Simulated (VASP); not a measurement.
Set up this calculation in VASP 6.6.1, as the native input.

```
Task                   : relaxation of shape and atoms at fixed volume
Functional             : r2SCAN
Potentials or basis    : VASP PAW PBE potentials, release 64 (B, N)
Cutoff                 : 520 eV
k mesh                 : 15 × 15 × 6
Occupations            : gaussian, width 0.02 eV
Spin                   : no spin polarisation
Further INCAR settings : ALGO = Normal; EDIFF = 1e-07; IBRION = 2; EDIFFG = -0.002; NSW = 80; ISIF = 4
```

The structure of BN lies in POSCAR:

```
BN                                      
1.0
    2.4250663456      0.0000000000     -0.0000000000
   -1.2125331728      2.1001690566     -0.0000000000
    0.0000000000     -0.0000000000      6.5796683641
  B               N             
     2     2
Direct
     0.3333333300000021    0.6666666699999979    0.2500000000000000
     0.6666666699999979    0.3333333300000021    0.7500000000000000
     0.3333333300000021    0.6666666699999979    0.7500000000000000
     0.6666666699999979    0.3333333300000021    0.2500000000000000
```

The cell isn't the ideal one: a relaxed cell with its volume scaled by 0.91.

One way to write it, as run:

INCAR

```
SYSTEM = BN
PREC = Accurate
ENCUT = 520
EDIFF = 1E-7
ISMEAR = 0
SIGMA = 0.02
LREAL = .False.
LASPH = .True.
NELM = 60
ALGO = Normal
ISIF = 4
LWAVE = .False.
LCHARG = .False.
METAGGA = R2SCAN
LMIXTAU = .True.
IBRION = 2
NSW = 80
EDIFFG = -0.002
```

KPOINTS

```
regular mesh
0
Gamma
  15 15 6
  0 0 0
```

Potentials or basis: VASP PAW PBE potentials, release 64 (B, N).

The run is started by

```bash
$ cat potpaw_PBE.64/B/POTCAR potpaw_PBE.64/N/POTCAR > POTCAR
$ mpirun -np 1 vasp_std > vasp.out
```

It gave:

```
Energy gained by relaxing : 57.0 meV/atom
Ionic steps               : 17
Pressure after relaxing   : 3.8 GPa
Band gap on the k mesh    : 4.82 eV, indirect (least direct gap 5.14 eV)
```

Caveat: the PAW data sets were made with another functional, which shifts forces and pressure a little; an odd mesh through Γ misses points on the zone boundary, where band edges often lie.

Run time: 11 min on 1 thread of Intel(R) Xeon(R) 6975P-C (Granite Rapids) (shared host), peak memory 0.18 GiB.
